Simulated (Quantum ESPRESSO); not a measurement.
Set up this calculation in Quantum ESPRESSO 7.5, as the native input.

```yaml
Task: relaxation of the atoms
Functional: RPBE
Dispersion: D3(BJ)
Potentials_or_basis: JTH 2.0 LDA
Cutoff: 490 eV
Density_cutoff: 2939 eV
k_mesh: 11 × 11 × 11
Occupations: cold, width 0.1 eV
Spin: no spin polarisation
Mixing_beta: 0.5
Most_SCF_iterations: 120
SCF_threshold: 4e-10 Ry
Most_ionic_steps: 40
Forc_conv_thr: 0.0004 Ry/bohr
Etot_conv_thr: 1e-05 Ry
Ion_dynamics: bfgs
```

The system is Be.

```xyz
2
Lattice="0.0000 -2.5062 0.0000 -2.5062 0.0000 0.0000 0.0000 0.0000 -2.5062" Properties=species:S:1:pos:R:3 pbc="T T T"
Be   -1.2483   -1.2471   -1.2822
Be   -0.0049   -0.0060   -2.4771
```

This isn't the form of Be at room conditions, which is hcp.

These files were run (other wordings do the same):

pw.in

```
&CONTROL
  calculation = 'relax'
  prefix = 'pwscf'
  outdir = './tmp'
  pseudo_dir = './pseudo'
  tprnfor = .true.
  disk_io = 'low'
  nstep = 40
  forc_conv_thr = 0.0004
  etot_conv_thr = 1d-05
/
&SYSTEM
  ibrav = 0
  nat = 2
  ntyp = 1
  ecutwfc = 36
  ecutrho = 216
  nbnd = 9
  input_dft = 'rpbe'
  occupations = 'smearing'
  smearing = 'mv'
  degauss = 0.00734986
  vdw_corr = 'grimme-d3'
  dftd3_version = 4
/
&ELECTRONS
  conv_thr = 4d-10
  electron_maxstep = 120
  mixing_beta = 0.5
/
&IONS
  ion_dynamics = 'bfgs'
/
ATOMIC_SPECIES
Be     9.0122 Be.LDA_PW-JTH.UPF
CELL_PARAMETERS angstrom
   0.0000000000   -2.5062419000    0.0000000000
  -2.5062419000    0.0000000000    0.0000000000
   0.0000000000    0.0000000000   -2.5062419000
ATOMIC_POSITIONS crystal
Be     0.4976080900    0.4980591500    0.5116216000
Be     0.0023919100    0.0019408500    0.9883784000
K_POINTS automatic
11 11 11 0 0 0
```

Potentials or basis: JTH 2.0 LDA.

Launch:

```console
$ OMP_NUM_THREADS=1 pw.x -in pw.in > pw.out
```

Results of the run:

* Energy gained by relaxing: 7.6 meV/atom
* Ionic steps: 5
* Band gap on the k mesh: none (metal or under the smearing width)

It took 72 s on 1 thread of Intel(R) Xeon(R) Platinum 8488C (Sapphire Rapids), on a shared host, peak memory 0.08 GiB.
